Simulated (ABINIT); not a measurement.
GaP:

```xyz
2
Lattice="0.0000 2.7252 2.7252 2.7252 0.0000 2.7252 2.7252 2.7252 0.0000" Properties=species:S:1:pos:R:3 pbc="T T T"
Ga    0.0000    0.0000    0.0000
P     4.0879    4.0879    4.0879
```

Program: ABINIT 10.8.3 (patched build). Alike in all runs: task single point; potentials or basis SPMS NC PBE v1.0; no spin polarisation; cell as given; k mesh 6 × 6 × 6; cutoff (eV) 816.

Problem. Order these runs on this cell by their band gap on the k mesh, lowest first.
A. level PBE0; smearing fermi-dirac 0.05 eV; share of exact exchange 0.25; thinning of the exchange mesh (fockdownsampling) 2 × 2 × 2
B. level PBE0; smearing fermi-dirac 0.05 eV; share of exact exchange 0.05; thinning of the exchange mesh (fockdownsampling) 2 × 2 × 2
C. level HSE06; smearing fixed
D. level PBE0; smearing fermi-dirac 0.05 eV; share of exact exchange 0.15; thinning of the exchange mesh (fockdownsampling) 2 × 2 × 2
E. level PBE0; smearing fermi-dirac 0.05 eV; share of exact exchange 0.5; thinning of the exchange mesh (fockdownsampling) 2 × 2 × 2

Solution. B (1.95 eV), C (2.32 eV), D (2.56 eV), A (3.17 eV), E (4.73 eV).

Caveats: exact exchange is summed on a coarse mesh, which widens gaps by tenths of an eV (some runs); Libxc's HSE differs a little from that of other programs (some runs).

A k mesh can miss the band edges.

Runs at the PBE level aren't shown here.
